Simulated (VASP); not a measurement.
The system is CdS.

```
CELL_PARAMETERS angstrom
4.13146 0.00000 0.00000
-2.06573 3.57795 0.00000
0.00000 0.00000 6.72462
ATOMIC_POSITIONS crystal
Cd 0.33333 0.66667 0.99932
Cd 0.66667 0.33333 0.49932
S 0.33333 0.66667 0.37568
S 0.66667 0.33333 0.87568
```

Base run:

```yaml
Program: VASP 6.6.1
Functional: PBEsol
Potentials_or_basis: VASP PAW PBE potentials, release 64 (Cd, S)
Cutoff: 520 eV
k_mesh: 6 × 6 × 3
Occupations: gaussian, width 0.03 eV
Spin: no spin polarisation
```

Its results: band gap on the k mesh 1.08 eV, direct; pressure 0.0 GPa.

The run is repeated on the same cell with these changes: functional from PBEsol to HSE06. What comes out?

Band gap on the k mesh 2.27 eV, direct; pressure 1.9 GPa.

HSE06 gives the wider gap, since exact exchange removes part of the self-interaction.

Caveats: the PAW data sets were made with another functional, which shifts forces and pressure a little.
